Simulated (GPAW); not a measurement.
Crystal: GaN.

```xyz
2
Lattice="0.0000 2.2535 2.2535 2.2535 0.0000 2.2535 2.2535 2.2535 0.0000" Properties=species:S:1:pos:R:3 pbc="T T T"
Ga    0.0000    0.0000    0.0000
N     1.1268    1.1268    1.1268
```

The cell is a database's computed one.

Base run:

* Program: GPAW 26.7.0
* Functional: OLYP
* Potentials or basis: PAW data sets generated in the run's folder for this functional
* Cutoff: 800 eV
* Basis: pw
* k mesh: 10 × 10 × 10
* Occupations: fermi-dirac, width 0.05 eV
* Spin: spin-orbit coupling, no magnetisation

Its results: band gap on the k mesh 1.98 eV, direct; pressure 13.3 GPa.

Question: The run is repeated on the same cell with these changes: functional from OLYP to PW91. What comes out?

Answer: Band gap on the k mesh 1.84 eV, direct; pressure 11.5 GPa.

PW91 binds more tightly than OLYP, so the same cell stands under less pressure.

Caveats: spin-orbit coupling was added after a scalar SCF, so levels and gaps hold it while energy, forces, pressure and moments don't; this program's spin-orbit splittings come out too wide for heavy elements.

Not every run made on this cell is shown here.
